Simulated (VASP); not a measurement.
ZnS (Wurtzite-4H):

```
Zn S
1.0
     3.82270    0.00000    0.00000
    -1.91135    3.31056    0.00000
     0.00000    0.00000   12.52000
Zn S
4 4
Direct
  0.66667 0.33333 0.75000
  0.33333 0.66667 0.25000
  0.00000 0.00000 0.50000
  0.00000 0.00000 0.00000
  0.66667 0.33333 0.93750
  0.33333 0.66667 0.43750
  0.00000 0.00000 0.68750
  0.00000 0.00000 0.18750
```

- Program: VASP 6.6.1
- Task: relaxation of cell and atoms
- Functional: BLYP
- Potentials or basis: VASP PAW PBE potentials, release 64 (Zn, S)
- Cutoff: 600 eV
- k mesh: 8 × 8 × 3
- Occupations: fermi-dirac, width 0.05 eV
- Spin: no spin polarisation

At the start: pressure 5.2 GPa; volume 19.81 Å³/atom.

Question: Where does the relaxation end?

Answer: Over 5 steps the energy falls by 23.1 meV/atom and the volume is 21.31 Å³/atom (+7.6 %); space group P6_3mc (No. 186, to 0.05 Å).

The path:
```tsv
step	energy change (eV)	largest force (eV/Å)	pressure (GPa)	volume (Å³)
1	0.0000	0.0519	5.22	158.44
2	-0.1743	0.0116	-1.08	173.71
3	-0.1851	0.0124	0.06	170.50
4	-0.1850	0.0118	-0.08	170.75
5	-0.1851	0.0060	-0.01	170.48
```

Final structure:
```cif
data_structure
_symmetry_space_group_name_H-M 'P 1'
_symmetry_Int_Tables_number 1
_cell_length_a 3.9176
_cell_length_b 3.9176
_cell_length_c 12.8266
_cell_angle_alpha 90.000
_cell_angle_beta 90.000
_cell_angle_gamma 120.000
_cell_volume 170.48
loop_
_atom_site_label
_atom_site_type_symbol
_atom_site_fract_x
_atom_site_fract_y
_atom_site_fract_z
_atom_site_occupancy
Zn1 Zn 0.66667 0.33333 0.75001 1
Zn2 Zn 0.33333 0.66667 0.25001 1
Zn3 Zn 0.00000 0.00000 0.50011 1
Zn4 Zn 0.00000 0.00000 0.00011 1
S1 S 0.66667 0.33333 0.93758 1
S2 S 0.33333 0.66667 0.43758 1
S3 S 0.00000 0.00000 0.68729 1
S4 S 0.00000 0.00000 0.18729 1
```

Caveat: the PAW data sets were made with another functional, which shifts forces and pressure a little.
